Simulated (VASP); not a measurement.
Crystal: NaH.

```
Na H
1.0
     0.00000    2.44000    2.44000
     2.44000    0.00000    2.44000
     2.44000    2.44000    0.00000
Na H
1 1
Cartesian
  0.0000 0.0000 0.0000
  2.4400 2.4400 2.4400
```

Base run:

```yaml
Program: VASP 6.6.1
Functional: r2SCAN
Potentials_or_basis: VASP PAW PBE potentials, release 64 (Na_pv, H)
Cutoff: 520 eV
k_mesh: 10 × 10 × 10
Occupations: gaussian, width 0.02 eV
Spin: no spin polarisation
```

Its results: band gap on the k mesh 4.33 eV, indirect (least direct gap 5.14 eV); pressure -1.3 GPa.

**Question.** The run is repeated on the same cell with these changes: functional from r2SCAN to LDA; potentials or basis from VASP PAW PBE potentials, release 64 (Na_pv, H) to VASP PAW LDA potentials, release 64 (Na_pv, H). What comes out?

**Answer.** Band gap on the k mesh 3.38 eV, indirect (least direct gap 4.26 eV); pressure -2.7 GPa.

Caveats: the PAW data sets were made with another functional, which shifts forces and pressure a little (some runs).
